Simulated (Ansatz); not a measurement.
# La, fcc: geometry optimisation

Computed with Ansatz, DFT, PBEsol, plane waves (420 eV) with PAW, scalar-relativistic. (PAW data from PBE, frozen cores regenerated.)

k-point mesh 10×10×10, Fermi-Dirac smearing 0.1 eV, no spin polarisation. Cell and atoms relax.

Starting structure:

```yaml
crystal:
  lattice:
    - [0.0, 2.6546496237, 2.6546496237]
    - [2.6546496237, 0.0, 2.6546496237]
    - [2.6546496237, 2.6546496237, 0.0]
  atoms:
    - { symbol: La, position: [0.0, 0.0, 0.0] }
hamiltonian:
  xc: pbesol
  pseudopotentials:
    kind: paw
    azcp:
      La: "pseudopotentials/La.paw.azcp"
basis:
  ecutwfc: 420
  fft_grid_basis: typed
kpoints:
  mp_grid: { grid: [10, 10, 10], shift: [0, 0, 0] }
magnetization:
  spin_polarized: false
scf:
  occupations: { method: fermi_dirac, width: 0.1 }
relax:
  max_steps: 60
  f_tol: 0.01
  cell: {}
```

The pressure at the start is -2.2 GPa. By how much does the volume change?

From 37.42 to 34.00 Å³ per atom, -9.1 %. The final cell has a = 5.142 Å.

How much energy does the relaxation gain?

24.1 meV per atom.

Path of the relaxation (the plane waves are chosen anew near the end, which can shift the energy a little):

| step | E − E(final) (meV/atom) | V (Å³/atom) | P (GPa) | max force (eV/Å) |
| --- | --- | --- | --- | --- |
| 0 | 24.12 | 37.416 | -2.19 | 0.000 |
| 1 | 4.39 | 35.446 | -0.98 | 0.000 |
| 2 | -0.06 | 33.996 | 0.02 | 0.000 |
| 3 | 0.00 | 33.996 | 0.02 | 0.000 |
